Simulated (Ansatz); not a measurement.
# Cu: the cost of one run

Computed with Ansatz 0.2.0 (DFT r2SCAN, scalar-relativistic, plane waves, PAW, unless a step's input says otherwise).

1 further run of the same task is left out (set aside as unsound or not needed).

### Step 1. The starting structure

The structure is cubic, space group Fm-3m (No. 225). Conventional cell: a = 3.577 Å, b = 3.577 Å, c = 3.577 Å, α = 90.00°, β = 90.00°, γ = 90.00°. Cu (site symmetry m-3m) has 12 Cu at 2.53 Å as nearest neighbours.

Structure file:

```
CELL_PARAMETERS angstrom
0.00000 1.78844 1.78844
1.78844 0.00000 1.78844
1.78844 1.78844 0.00000
ATOMIC_POSITIONS crystal
Cu 0.00000 0.00000 0.00000
```

It is the result of an earlier relaxation at this level (volume 11.44 Å³/atom; gap on the mesh: none (metal)).

### Step 2. Static run: bands, density of states and charges

Input file input.yaml:

```yaml
crystal:
  lattice:
    - [0.0, 1.7884399137, 1.7884399137]
    - [1.7884399137, 0.0, 1.7884399137]
    - [1.7884399137, 1.7884399137, 0.0]
  atoms:
    - { symbol: Cu, position: [0.0, 0.0, 0.0] }
basis:
  ecutwfc: 500
kpoints:
  mp_grid: { grid: [20, 20, 20] }
  band_path:
    path:
      - [[0.0, 0.0, 0.0], [0.5, 0.0, 0.5], [0.625, 0.25, 0.625]]
      - [[0.375, 0.375, 0.75], [0.0, 0.0, 0.0], [0.5, 0.5, 0.5], [0.5, 0.25, 0.75], [0.5, 0.0, 0.5]]
    npoints: 14
hamiltonian:
  xc: r2scan
scf:
  occupations: { method: gaussian, width: 0.1 }
  n_extra_bands: 6
output:
  forces: true
  stress: true
  eigenvalues: true
  populations: true
  dos: { projected: true, de: 0.02, nscf_kmesh: { grid: [30, 30, 30] } }
  bader: true
  write_density: true
  write_potential: true
  elf: true
  volumetric_format: npy
```

Launch:

```
$ ansatz run input.yaml --threads 1 --pin off --max-ram 2560MiB --backend cpu --events-out ev --progress --plain --runs-dir out
```

**Question.** How long does this run take on 1 thread of Arm Neoverse V1, shared host, and how much memory does it need?

About 20 s, with a peak of 0.37 GiB.
